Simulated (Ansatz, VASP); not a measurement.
Two plane-wave programs on BN

```xyz
2
Lattice="2.4772 0.0024 -0.2377 -1.2293 2.1507 0.2377 -0.9330 -0.8974 3.2825" Properties=species:S:1:pos:R:3 pbc="T T T"
B     1.2420    2.1401   -0.0197
N     0.3024   -0.1917    3.1799
```

Alike in both runs: functional LDA; k mesh 12 × 12 × 12; no spin polarisation.

Ansatz relaxed the structure, and its values are those at the end. VASP's run is a single point on that final structure, the one shown.

```csv
,VASP,Ansatz
version,VASP 6.6.1,Ansatz 0.2.0
potentials or method,"VASP PAW LDA potentials, release 64 (B, N)","scalar-relativistic, plane waves, PAW"
plane-wave cutoff (eV),520,420
occupations,"gaussian, width 0.01 eV",fixed
valence electrons in the cell,8,8
```

|  | VASP | Ansatz | Ansatz less VASP |
| --- | --- | --- | --- |
| gap on the k mesh at the Fermi level (eV) | 4.02 | 4.03 | +0.017 |
| least direct gap on the mesh (eV) | 4.60 | 4.61 | +0.010 |
| pressure (GPa) | 0.5 | 0.0 | -0.47 |

Ansatz warned: «structure_snapped_to_symmetry».

A k mesh can miss the band edges.
